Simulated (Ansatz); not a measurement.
The system is BP.

```
P B
1.0
     0.00000    2.26900    2.26900
     2.26900    0.00000    2.26900
     2.26900    2.26900    0.00000
P B
1 1
Direct
  0.75000 0.75000 0.75000
  0.00000 0.00000 0.00000
```

Base run:

```yaml
Program: Ansatz 0.2.0
Functional: PBEsol
Potentials_or_basis: Ansatz PAW
Cutoff: 420 eV
Density_cutoff: 1680 eV
k_mesh: 6 × 6 × 6
Occupations: fermi-dirac, width 0.05 eV
Spin: no spin polarisation
```

Its results: band gap on the k mesh 1.22 eV, indirect (least direct gap 3.36 eV).

Q: The run is repeated on the same cell with these changes: functional from PBEsol to PBE0. What comes out?

A: Band gap on the k mesh 2.77 eV, indirect (least direct gap 5.03 eV).

PBE0 gives the wider gap, since exact exchange removes part of the self-interaction.

Caveats: the density of states is complete only up to the lowest level of the last band computed (some runs); the k mesh misses the band edges, so the gap on the mesh is wider than the one along the path (some runs).

Not every run made on this cell is shown here.
